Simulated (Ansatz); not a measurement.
## SnO under changes of volume

One of the cells (17.769 Å³/atom); the others are scaled copies at fixed shape and fractional positions:

```xyz
4
Lattice="3.8137 0.0000 0.0000 0.0000 3.8137 0.0000 0.0000 0.0000 4.8869" Properties=species:S:1:pos:R:3 pbc="T T T"
Sn    1.9068    0.0000    3.7367
Sn    0.0000    1.9068    1.1503
O     0.0000    0.0000    0.0000
O     1.9068    1.9068    0.0000
```

The cell is a database's computed one.

| Quantity | Value |
| --- | --- |
| Program | Ansatz 0.2.0 |
| Functional | r2SCAN |
| Potentials or basis | Ansatz PAW |
| Cutoff | 500 eV (not typed: the program's choice for these potentials) |
| k mesh | 7 × 7 × 6 |
| Occupations | fermi-dirac, width 0.05 eV |
| Spin | no spin polarisation |

```tsv
volume (Å³/atom)	energy over the lowest point (meV/atom)	pressure (GPa)	gap on the mesh (eV)	largest force (eV/Å)
16.703	18.49	6.4	0.23	0.813
17.058	7.19	3.8	0.32	0.474
17.414	1.21	1.6	0.41	0.160
17.769	0.00	-0.5	0.50	0.130
18.125	?	?	?	?
18.480	9.98	-3.9	0.66	0.649
18.835	20.33	-5.4	0.73	0.882
```

Question: What does the run at 18.125 Å³/atom give?

Answer: Energy over the lowest point 3.07 meV/atom; pressure -2.3 GPa; gap on the mesh 0.58 eV; largest force 0.399 eV/Å.

Worked out: A Birch-Murnaghan fit of order 3 (a polynomial in V^(-2/3)) to the other rows has its minimum at 17.69 Å³/atom with B0 = V·E''(V) = 98 GPa and B' = 4.4 at fixed shape and positions, which overstates the stiffness. It gives 3.08 meV/atom at 18.125 Å³/atom, against the run's 3.07, and -dE/dV = -2.3 GPa, against -2.3. A straight line through the other rows of the gap, of slope 4.19 eV per unit of ln V, gives 0.58 eV, against the run's 0.58.

Energies are extrapolated to zero smearing.

Caveats: odd divisions of the mesh miss points on the zone boundary, where band edges often lie, so the gap on the mesh can be too wide; spin-orbit coupling is left out, which moves the levels of the heavy elements; the PAW data sets come from PBE, with cores solved anew for the run's functional, which leaves a small shift of forces and pressure.

A mesh can miss the band edges.
